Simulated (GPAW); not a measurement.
Set up this calculation in GPAW 26.7.0, as an ASE script.

* Task: single point
* Functional: RPBE
* Potentials or basis: the program's PAW data sets (release 1.2.1) made for this functional
* Cutoff: 800 eV
* Basis: pw
* k mesh: 12 × 12 × 4
* Occupations: gaussian, width 0.05 eV
* Spin: no spin polarisation
* Maxiter: 150

BN:

```
CELL_PARAMETERS angstrom
2.49824 0.00000 0.00000
-1.24912 2.16354 0.00000
0.00000 0.00000 6.63570
ATOMIC_POSITIONS crystal
N 0.66667 0.33333 0.25000
N 0.33333 0.66667 0.75000
B 0.66667 0.33333 0.75000
B 0.33333 0.66667 0.25000
```

One way to write it, as run:

run.py

```python
from ase import Atoms
from ase.dft.bandgap import bandgap
from ase.io import write
from ase.units import GPa
from gpaw import GPAW, PW

atoms = Atoms(['N', 'N', 'B', 'B'],
              cell=[[2.49824, 0.0, 0.0],
                    [-1.24912, 2.1635393048, 0.0],
                    [0.0, 0.0, 6.6357]],
              scaled_positions=[[0.6666666667, 0.3333333333, 0.25],
                                [0.3333333333, 0.6666666667, 0.75],
                                [0.6666666667, 0.3333333333, 0.75],
                                [0.3333333333, 0.6666666667, 0.25]],
              pbc=True)

calc = GPAW(mode=PW(800),
            xc='RPBE',
            kpts={'size': (12, 12, 4), 'gamma': True},
            occupations={'name': 'methfessel-paxton', 'order': 0, 'width': 0.05},
            nbands=18,
            convergence={'density': 1e-05, 'energy': 1e-05},
            maxiter=150,
            txt='gpaw.txt')
atoms.calc = calc
energy = atoms.get_potential_energy()
forces = atoms.get_forces()
stress = atoms.get_stress()
calc.write('gs.gpw')
write('result.traj', atoms)
print(f'Energy: {energy:.6f} eV')
print('Forces (eV/A):')
print(forces.round(4))
print('Stress (GPa):', (stress / GPa).round(3))
print('Fermi level:', round(calc.get_fermi_level(), 4), 'eV')
print(f'Gap: {bandgap(calc)[0]:.4f} eV, direct: {bandgap(calc, direct=True)[0]:.4f} eV')
```

Potentials or basis: the program's PAW data sets (release 1.2.1) made for this functional, pw.

The run is started by

```bash
$ OMP_NUM_THREADS=1 python run.py
```

Results of the run:

```yaml
Pressure: 8.3 GPa
Band_gap_on_the_k_mesh: 4.40 eV, indirect (least direct gap 4.74 eV)
```

Caveat: this functional lacks dispersion, which binds the layers, so the pressure and a relaxed spacing across them are unreliable.

It took 48 s on 1 thread of Arm Neoverse V1 (shared host), peak memory 0.2 GiB.
